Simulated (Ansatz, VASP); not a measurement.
**Two plane-wave programs on Hf3B5**

```
CELL_PARAMETERS angstrom
-2.86693 2.86693 2.86693
2.86693 -2.86693 2.86693
2.86693 2.86693 -2.86693
ATOMIC_POSITIONS crystal
Hf 0.00000 0.50000 0.50000
Hf 0.50000 0.50000 0.00000
Hf 0.50000 0.00000 0.50000
B 0.00000 0.00000 0.00000
B 0.00000 0.00000 0.50000
B 0.00000 0.50000 0.00000
B 0.50000 0.00000 0.00000
B 0.50000 0.50000 0.50000
```

Change from the starting cell: species swapped into the Fe5Co3 type (Im-3m, No. 229).

Alike in both runs: task single point; functional PBE; k mesh 4 × 4 × 4; occupations gaussian, width 0.1 eV; no spin polarisation.

|  | VASP | Ansatz |
| --- | --- | --- |
| version | VASP 6.6.1 | Ansatz 0.2.0 |
| potentials or method | VASP PAW PBE potentials, release 64 (Hf_pv, B) | scalar-relativistic, plane waves, PAW |
| plane-wave cutoff (eV) | 520 | 420 |
| valence electrons in the cell | 45 | 93 |

VASP gave:

```
gap on the k mesh at the Fermi level (eV) : none
pressure (GPa)                            : 3.5
```

Question: Estimate Ansatz's values.

Answer: gap on the k mesh at the Fermi level (eV): none; pressure (GPa): 3.8.

A gap of «none» marks a metal or a gap that the smearing closes. With one functional, cell and mesh, what is left measures potentials, basis and numerics. The two sets of potentials don't hold the same shells in valence.

Caveats: the k mesh is coarse (spacing up to 0.39 Å⁻¹), so the values aren't converged. The runs have no spin-orbit coupling, so splittings on Hf are missing.
